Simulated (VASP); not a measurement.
# Settings for ZnS: energy difference of two geometries

ZnS, P6_3mc (no. 186), 4 atoms in the cell. PBE, energy difference of two geometries; PAW potentials Zn, S (PBE set). VASP 6.6.1.

Wanted: energy difference within 0.5 meV/atom.

What the run is for: energy difference; Accuracy asked: standard; Second geometry: last atom moved by 0.04 A along z, cell strained by +1.0% along z.

The series start from Plane-wave cutoff (eV): 360; k-point mesh: 7 × 7 × 4; Precision mode (PREC): Accurate; Electronic threshold (eV): 1e-6; Aspherical gradient terms in the spheres (LASPH): yes; Electronic algorithm: ALGO=Normal. Each series keeps the choices made before it, and each single choice may use up half of a tolerance. Times cover all steps of a run.

## Plane-wave cutoff (eV)

| Plane-wave cutoff (eV) | Energy difference (meV/atom) | Time (s) |
|---|---|---|
| 220 | 3.74 | 30 |
| 280 | 4.44 | 45 |
| 320 | 4.42 | 48 |
| 360 | 4.52 | 49 |
| 410 | 4.48 | 74 |
| 480 | 4.50 | 88 |
| 580 | 4.50 | 117 |
| 720 (reference) | 4.50 | 146 |

Chosen: 280, the loosest value from which every tighter one stays within half of the tolerance.

## k-point mesh

| k-point mesh | Energy difference (meV/atom) | Time (s) |
|---|---|---|
| 2 × 2 × 2 | 9.12 | 15 |
| 3 × 3 × 2 | 5.63 | 17 |
| 4 × 4 × 2 | 4.96 | 16 |
| 4 × 4 × 3 | 4.39 | 20 |
| 6 × 6 × 3 | 4.27 | 28 |
| 7 × 7 × 4 | 4.44 | 45 |
| 8 × 8 × 5 | 4.45 | 46 |
| 11 × 11 × 6 | 4.40 | 98 |
| 13 × 13 × 7 (reference) | 4.33 | 149 |

Chosen: 4 × 4 × 3.

## Precision mode (PREC)

| Precision mode (PREC) | Energy difference (meV/atom) | Time (s) |
|---|---|---|
| Low | 3.96 | 15 |
| SingleN | 2.72 | 12 |
| Normal | 4.32 | 10 |
| Accurate (reference) | 4.39 | 20 |

Chosen: Normal.

## Electronic threshold (eV)

| Electronic threshold (eV) | Energy difference (meV/atom) | Time (s) |
|---|---|---|
| 0.001 | 4.32 | 9.6 |
| 0.0001 | 4.32 | 13 |
| 1e-5 | 4.32 | 13 |
| 1e-6 | 4.32 | 10 |
| 1e-7 | 4.32 | 10 |
| 1e-8 (reference) | 4.32 | 11 |

Chosen: 0.001.

## Aspherical gradient terms in the spheres (LASPH)

| Aspherical gradient terms in the spheres (LASPH) | Energy difference (meV/atom) | Time (s) |
|---|---|---|
| no | 4.39 | 3.8 |
| yes (reference) | 4.32 | 9.6 |

Chosen: no.

## Electronic algorithm

| Electronic algorithm | Energy difference (meV/atom) | Time (s) |
|---|---|---|
| ALGO=Normal | 4.39 | 3.8 |
| ALGO=Fast | 4.39 | 3.9 |
| ALGO=VeryFast | 4.39 | 4.6 |
| ALGO=All ISEARCH=1 | 4.39 | 4.3 |
| ALGO=All ISEARCH=0 | 4.39 | 4.1 |
| ALGO=Damped TIME=0.4 | 4.39 | 4.2 |
| ALGO=Damped TIME=0.1 | 4.36 | 5.7 |
| ALGO=Old Fast | 4.39 | 3.6 |

Chosen: ALGO=Normal; no other choice that stays within half of the tolerance saves 30 % of the time.

## All choices together

| Input | Energy difference (meV/atom) | Time (s) |
|---|---|---|
| the program's defaults (naive) | 4.89 | 6.7 |
| chosen settings | 4.39 | 3.8 |
| reference settings throughout | 4.49 | 424 |

The tolerance is met.

## The input

INCAR:
```
  ALGO = Normal
  EDIFF = 0.001
  EFERMI = MIDGAP
  ENCUT = 280
  GGA = PE
  GGA_COMPAT = False
  ISIF = 2
  ISMEAR = 0
  LASPH = False
  LCHARG = False
  LREAL = False
  LWAVE = False
  NELM = 120
  PREC = Normal
  SIGMA = 0.03
```

KPOINTS:
```
Automatic mesh
0
Gamma
  4 4 3
  0 0 0
```

POSCAR.step1:
```
ZnS
1.0
    3.8110000000      0.0000000000      0.0000000000
   -1.9055000000      3.3004228138      0.0000000000
    0.0000000000      0.0000000000      6.2340000000
Zn S
2 2
Direct
    0.6666666667      0.3333333333      0.5000000000
    0.3333333333      0.6666666667      0.0000000000
    0.6666666667      0.3333333333      0.8850000000
    0.3333333333      0.6666666667      0.3850000000
```

POSCAR.step2:
```
ZnS
1.0
    3.8110000000      0.0000000000      0.0000000000
   -1.9055000000      3.3004228138      0.0000000000
    0.0000000000      0.0000000000      6.2963400000
Zn S
2 2
Direct
    0.6666666700      0.3333333300      0.5000000000
    0.3333333300      0.6666666700      0.0000000000
    0.6666666700      0.3333333300      0.8850000000
    0.3333333300      0.6666666700      0.3914164300
```

Commands (each step's output is kept before the next begins):
```
cat potpaw_PBE.64/Zn/POTCAR potpaw_PBE.64/S/POTCAR > POTCAR
cp POSCAR.step1 POSCAR
mpirun -np 1 vasp_std > vasp.out
cp POSCAR.step2 POSCAR
mpirun -np 1 vasp_std > vasp.out
```

The naive input happens to agree within the tolerance here, in 6.7 s.

The chosen input took VASP 6.6.1 3.8 s on 1 core (Intel Xeon Platinum 8375C @ 2.90GHz (Ice Lake)), a shared host.
